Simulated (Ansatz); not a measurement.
## Ir under changes of volume

One of the cells (14.059 Å³/atom); the others are scaled copies at fixed shape and fractional positions:

```
Ir
1.0
     0.00000    1.91560    1.91560
     1.91560    0.00000    1.91560
     1.91560    1.91560    0.00000
Ir
1
Direct
  0.00000 0.00000 0.00000
```

- Program: Ansatz 0.2.0
- Functional: LDA
- Potentials or basis: Ansatz PAW
- Cutoff: 420 eV (not typed: the program's choice for these potentials)
- k mesh: 12 × 12 × 12
- Occupations: fermi-dirac, width 0.05 eV
- Spin: no spin polarisation

```tsv
volume (Å³/atom)	energy over the lowest point (meV/atom)	pressure (GPa)
13.215	36.78	20.5
13.496	?	?
13.778	0.00	1.4
14.059	4.81	-6.6
14.340	22.73	-13.6
14.621	52.26	-19.8
14.902	92.00	-25.3
```

**Question.** What does the run at 13.496 Å³/atom give?

**Answer.** Energy over the lowest point 10.01 meV/atom; pressure 10.3 GPa.

Worked out: A Birch-Murnaghan fit of order 3 (a polynomial in V^(-2/3)) to the other rows has its minimum at 13.82 Å³/atom with B0 = V·E''(V) = 407 GPa and B' = 5.0. It gives 10.03 meV/atom at 13.496 Å³/atom, against the run's 10.01, and -dE/dV = 10.3 GPa, against 10.3.

Energies are extrapolated to zero smearing.

Caveats: the PAW data sets come from PBE, with cores solved anew for the run's functional, which leaves a small shift of forces and pressure.
